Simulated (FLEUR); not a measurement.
**FeO (Wuestite) under changes of volume**

One of the cells (10.067 Å³/atom); the others are scaled copies at fixed shape and fractional positions:

```
Fe O
1.0
     1.51882    0.87689    2.51958
    -1.51882    0.87689    2.51958
     0.00000   -1.75378    2.51958
Fe O
1 1
Direct
  0.00000 0.00000 0.00000
  0.50000 0.50000 0.50000
```

```yaml
Program: FLEUR MaX-R8.1 (later development tree)
Functional: LDA
Potentials_or_basis: all-electron
Basis: FLAPW
Kmax: 4.71 1/bohr
k_mesh: 11 × 11 × 11
Occupations: fermi-dirac, width 0.05 eV
Spin: collinear spin, ferromagnetic start
Starting_moments: "[3.0, 0.0] μB"
```

| volume (Å³/atom) | energy over the lowest point (meV/atom) | moment (μB per cell) |
| --- | --- | --- |
| 9.463 | 0.00 | 3.97 |
| 9.664 | 9.79 | 3.99 |
| 10.067 | ? | ? |
| 10.470 | 92.28 | 4.00 |
| 10.671 | 121.47 | 4.00 |

Task: What does the run at 10.067 Å³/atom give?

Result: Energy over the lowest point 43.33 meV/atom; moment 4.00 μB per cell.

Worked out: A Birch-Murnaghan fit of order 2 (a polynomial in V^(-2/3)) to the other rows has its minimum at 9.21 Å³/atom, just outside them, with B0 = V·E''(V) = 222 GPa at fixed shape and positions, which overstates the stiffness. It gives 43.32 meV/atom at 10.067 Å³/atom, against the run's 43.33. A parabola through the other rows of the moment, of slope 0.021 μB per Å³/atom there, gives 4.00 μB, against the run's 4.00.

Energies are extrapolated to zero smearing.

Caveats: a cell with one magnetic atom can't hold antiferromagnetic order, which such compounds often take.
